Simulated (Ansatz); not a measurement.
Space group F-43m (No. 216). a = 6.186 Å, b = 6.186 Å, c = 6.186 Å, α = 90.00°, β = 90.00°, γ = 90.00°
| atom | site | symmetry | x | y | z |
| --- | --- | --- | --- | --- | --- |
| In | 4a | -43m | 0.0000 | 0.0000 | 0.0000 |
| As | 4d | -43m | 0.2500 | 0.2500 | 0.7500 |

Equation of state of this InAs structure (not necessarily the ground state), with shape and atoms relaxed at each volume where symmetry leaves them free. It has no gap at any of these volumes. These are results of DFT PBE, scalar-relativistic, plane waves, PAW (Ansatz), not measurements.

Plane waves to 420 eV, a k mesh through Γ of 12×12×12 on the computed 2-atom cell and Gaussian smearing (0.10 eV); no spin polarisation.

| V (Å³/atom) | E − E(largest V) (meV/atom) | P (GPa) |
| --- | --- | --- |
| 27.819 | 3.82 | 3.48 |
| 28.707 | -10.08 | 1.59 |
| 29.594 | -14.37 | 0.00 |
| 30.482 | -10.57 | -1.33 |
| 31.370 | 0.00 | -2.45 |

Problem. Fit a third-order Birch–Murnaghan equation to E(V).

Solution. V0 = 29.60 Å³/atom, B0 = 48 GPa, B0' = 4.8.